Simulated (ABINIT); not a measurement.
Wanted: the native input for an ABINIT 10.8.3 (patched build) run.

```yaml
Task: equation of state
Functional: LDA
Potentials_or_basis: JTH PAW PBE v2.0
Cutoff: 707 eV
k_mesh: 8 × 8 × 8
Occupations: fermi-dirac, width 0.05 eV
Spin: no spin polarisation
Fine-grid_cutoff: 1306.15 eV
```

The system is CdS (Hawleyite).

```
Cd S
1.0
     0.00000    2.91650    2.91650
     2.91650    0.00000    2.91650
     2.91650    2.91650    0.00000
Cd S
1 1
Direct
  0.00000 0.00000 0.00000
  0.75000 0.75000 0.75000
```

One way to write it, as run:

run.abi

```
ndtset 7
getwfk -1
scalecart1 3*0.9795861087
scalecart2 3*0.9864848297
scalecart3 3*0.9932883884
scalecart4 3*1.0000000000
scalecart5 3*1.0066227096
scalecart6 3*1.0131594038
scalecart7 3*1.0196128224

pp_dirpath "./"
pseudos "Cd.GGA_PBE-JTH.xml, S.GGA_PBE-JTH.xml"

acell 7.7942771716 7.7942771716 7.7942771716
rprim
     0.0000000000     0.7071067812     0.7071067812
     0.7071067812     0.0000000000     0.7071067812
     0.7071067812     0.7071067812     0.0000000000
ntypat 2
znucl 48 16
natom 2
typat 1 2
xred
     0.0000000000     0.0000000000     0.0000000000
     0.7500000000     0.7500000000     0.7500000000

ecut 26.0
pawecutdg 48.0

kptopt 1
ngkpt 8 8 8
nshiftk 1
shiftk 0.0 0.0 0.0

ixc 7

nband 13
occopt 3
tsmear 0.00183747

nstep 100
tolvrs 1.0e-9

iomode 3
prtwf 1
prtden 0
prteig 0
prtebands 0
enunit 1
```

Potentials or basis: JTH PAW PBE v2.0.

Command:

```console
$ abinit run.abi > log 2>&1
```

Wall time 13 min on 1 thread of Intel(R) Xeon(R) 6975P-C (Granite Rapids), with other jobs on the host, peak memory 0.16 GiB.
